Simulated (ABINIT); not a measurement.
The system is Ge.

```
Ge
1.0
     0.00000    2.82891    2.82891
     2.82891    0.00000    2.82891
     2.82891    2.82891    0.00000
Ge
2
Direct
  0.75000 0.75000 0.75000
  0.50000 0.50000 0.50000
```

```yaml
Program: ABINIT 10.8.3 (patched build)
Task: relaxation of cell and atoms
Functional: PBE
Potentials_or_basis: PseudoDojo NC FR PBE v0.4 standard
Cutoff: 952 eV
k_mesh: 6 × 6 × 6
Occupations: fermi-dirac, width 0.05 eV
Spin: spin-orbit coupling, no magnetisation
```

At the start: pressure 4.1 GPa; volume 22.64 Å³/atom.

Question: How do energy, volume and symmetry change on relaxing?

Answer: Over 6 steps the energy falls by 16.1 meV/atom and the volume is 24.04 Å³/atom (+6.2 %); space group Fd-3m (No. 227, to 0.05 Å).

The path:
| step | energy change (eV) | largest force (eV/Å) | pressure (GPa) | volume (Å³) |
| --- | --- | --- | --- | --- |
| 1 | 0.0000 | 0.0000 | 4.05 | 45.28 |
| 2 | -0.0123 | 0.0000 | 3.03 | 45.84 |
| 3 | -0.0314 | 0.0000 | 0.53 | 47.64 |
| 4 | -0.0322 | 0.0000 | 0.07 | 48.04 |
| 5 | -0.0322 | 0.0000 | -0.05 | 48.10 |
| 6 | -0.0322 | 0.0000 | 0.00 | 48.08 |

Final structure:
```
CELL_PARAMETERS angstrom
0.00000 2.88601 2.88601
2.88601 0.00000 2.88601
2.88601 2.88601 0.00000
ATOMIC_POSITIONS crystal
Ge 0.75000 0.75000 0.75000
Ge 0.50000 0.50000 0.50000
```

The cell as given is a measured one (22.64 Å³/atom); PBE puts the equilibrium volume +6.2 % from it, thermal expansion not counted.
